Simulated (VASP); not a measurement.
# TiTe₂: convergence, self-consistent run

TiTe₂, P-3m1 (no. 164), 3 atoms in the cell. PBE with TS; PAW potentials Te, Ti_sv (PBE set). VASP 6.6.1.

Wanted: energy within 2 meV/atom; pressure within 0.1 GPa.

POSCAR:
```
TiTe2
1.0
    3.7770000000      0.0000000000      0.0000000000
   -1.8885000000      3.2709779501      0.0000000000
    0.0000000000      0.0000000000      6.4980000000
Te Ti
2 1
Direct
    0.3333333333      0.6666666667      0.7372000000
    0.6666666667      0.3333333333      0.2628000000
    0.0000000000      0.0000000000      0.0000000000
```

## Self-consistent screening

| Self-consistent screening | Energy less reference (meV/atom) | Pressure (GPa) | SCF iterations | Time (s) |
|---|---|---|---|---|
| default | 0.0 | -1.48 | 18 | 25 |
| SCSRAD = 30 | 0.0 | -1.48 | 18 | 25 |
| SCSRAD = 60 | 0.0 | -1.48 | 18 | 20 |
| LSCALER0 = F | 183.7 | 0.64 | 18 | 24 |

## Question

For each series: keep the first row unless others stay within half of the tolerance and take at least 30 % less time, and then take the fastest.

## Answer

- self-consistent screening: default

## The input

INCAR:
```
PREC     = Accurate       # precision mode
ENCUT    = 520            # plane-wave cutoff, eV
EDIFF    = 1E-7           # SCF threshold, eV
ISMEAR   = 0              # smearing method
SIGMA    = 0.02           # smearing width, eV
LREAL    = F              # projectors in reciprocal space
LASPH    = T              # aspherical terms in the spheres
ALGO     = Normal         # electronic algorithm
NELM     = 100            # most SCF steps
ISIF     = 2              # what is computed and relaxed
LWAVE    = F              # write WAVECAR
LCHARG   = F              # write CHGCAR
IVDW     = 2              # dispersion correction
LVDWSCS  = T             
```

KPOINTS:
```
k-points
0
Gamma
  6 6 3
```

Commands:
```
cat potpaw_PBE.64/Te/POTCAR potpaw_PBE.64/Ti_sv/POTCAR > POTCAR
mpirun -np 1 vasp_std > vasp.out
```

The chosen input took VASP 6.6.1 25 s on 1 core (Intel Xeon 6975P-C (Granite Rapids)), a shared host.
